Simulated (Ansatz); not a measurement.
Wanted: the native input for an Ansatz 0.2.0 run.

* Task: relaxation of cell and atoms
* Functional: RPBE
* Potentials or basis: Ansatz PAW
* Cutoff: 420 eV (not typed: the program's choice for these potentials)
* k mesh: 10 × 10 × 3
* Occupations: fermi-dirac, width 0.05 eV
* Spin: no spin polarisation

SiC:

```
Si C
1.0
     3.07569    0.00000    0.00000
    -1.53785    2.66363    0.00000
     0.00000    0.00000   10.07065
Si C
4 4
Direct
  0.00000 0.00000 0.18789
  0.00000 0.00000 0.68789
  0.33333 0.66667 0.43784
  0.66667 0.33333 0.93784
  0.00000 0.00000 0.00046
  0.00000 0.00000 0.50046
  0.33333 0.66667 0.24980
  0.66667 0.33333 0.74980
```

The cell is a database's computed one.

The input as run:

input.yaml

```yaml
crystal:
  lattice:
    - [3.0756941497, 0.0, 0.0]
    - [-1.5378470748, 2.6636292679, 0.0]
    - [0.0, 0.0, 10.07064648]
  atoms:
    - { symbol: Si, position: [0.0, 0.0, 0.18789438] }
    - { symbol: Si, position: [0.0, 0.0, 0.68789438] }
    - { symbol: Si, position: [0.3333333333, 0.6666666667, 0.43784198] }
    - { symbol: Si, position: [0.6666666667, 0.3333333333, 0.93784198] }
    - { symbol: C, position: [0.0, 0.0, 0.00046005] }
    - { symbol: C, position: [0.0, 0.0, 0.50046005] }
    - { symbol: C, position: [0.3333333333, 0.6666666667, 0.24980259] }
    - { symbol: C, position: [0.6666666667, 0.3333333333, 0.74980259] }
hamiltonian:
  xc: rpbe
  pseudopotentials: { kind: paw }
kpoints:
  mp_grid: { grid: [10, 10, 3] }
scf:
  occupations: { method: fermi_dirac, width: 0.05 }
output:
  forces: true
  stress: true
relax:
  f_tol: 0.01
  max_steps: 40
  cell: { stress_tol: 0.05 }
```

Potentials or basis: Ansatz PAW.

Run with:

```sh
$ ansatz run input.yaml --threads 2 --pin off --max-ram 5120MiB --backend cpu --events-out ev --progress --plain --runs-dir out
```

Results of the run:

```json
{
  "Relaxed volume": "10.66 Å³/atom",
  "Relaxed cell": "a = 3.110 Å, b = 3.110 Å, c = 10.180 Å, α = 90.00°, β = 90.00°, γ = 120.00°",
  "Space group after relaxing (to 0.05 Å)": "P6_3mc (No. 186)",
  "Energy gained by relaxing": "7.5 meV/atom",
  "Ionic steps": "8",
  "Pressure after relaxing": "0.0 GPa",
  "Band gap on the k mesh": "2.24 eV"
}
```

Caveat: odd divisions of the mesh miss points on the zone boundary, where band edges often lie, so the gap on the mesh can be too wide; the plane-wave basis is chosen anew once the cell has moved, so the energies of steps on either side of that aren't comparable; the PAW data sets come from PBE, with cores solved anew for the run's functional, which leaves a small shift of forces and pressure.

Wall time 16 s on 2 threads of AMD EPYC 7B13 (Zen 3) (shared host), peak memory 0.41 GiB.
